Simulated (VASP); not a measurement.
Set up this calculation in VASP 6.6.1, as the native input.

```
Task                   : single point
Functional             : PBE
Potentials or basis    : VASP PAW PBE potentials, release 64 (Hg)
Cutoff                 : 520 eV
k mesh                 : 18 × 18 × 18
Occupations            : gaussian, width 0.1 eV
Spin                   : no spin polarisation
Dipole correction      : no
Further INCAR settings : ALGO = Fast; EDIFF = 1e-06; NBANDS = 12
```

The structure of Hg lies in POSCAR:

```
Hg
1.0
    3.0955948737      0.0000000000      0.0000000000
    0.0000000000      3.0955948737      0.0000000000
    0.0000000000      0.0000000000      3.0955948737
Hg
1
Direct
    0.5000000000      0.5000000000      0.5000000000
```

The cell was built by a generator and needn't be a form met in nature.

The input as run:

INCAR

```
PREC     = Accurate       # precision mode
ENCUT    = 520            # plane-wave cutoff, eV
EDIFF    = 1E-6           # SCF threshold, eV
ISMEAR   = 0              # smearing method
SIGMA    = 0.1            # smearing width, eV
LREAL    = F              # projectors in reciprocal space
LASPH    = T              # aspherical terms in the spheres
NELM     = 100            # most SCF steps
ALGO     = Fast           # electronic algorithm
ISIF     = 2              # what is computed and relaxed
LWAVE    = F              # write WAVECAR
LCHARG   = F              # write CHGCAR
GGA      = PE             # functional
NBANDS   = 12             # bands
```

KPOINTS

```
Automatic mesh
0
Gamma
  18 18 18
```

Potentials or basis: VASP PAW PBE potentials, release 64 (Hg).

Command:

```console
$ cat potpaw_PBE.64/Hg/POTCAR > POTCAR
$ mpirun -np 1 vasp_std > vasp.out
```

It gave:

```json
{"Pressure": "0.2 GPa", "Band gap on the k mesh": "none (metal or under the smearing width)"}
```

It took 14 s on 1 thread of Intel(R) Xeon(R) 6975P-C (Granite Rapids) (shared host), peak memory 0.19 GiB.
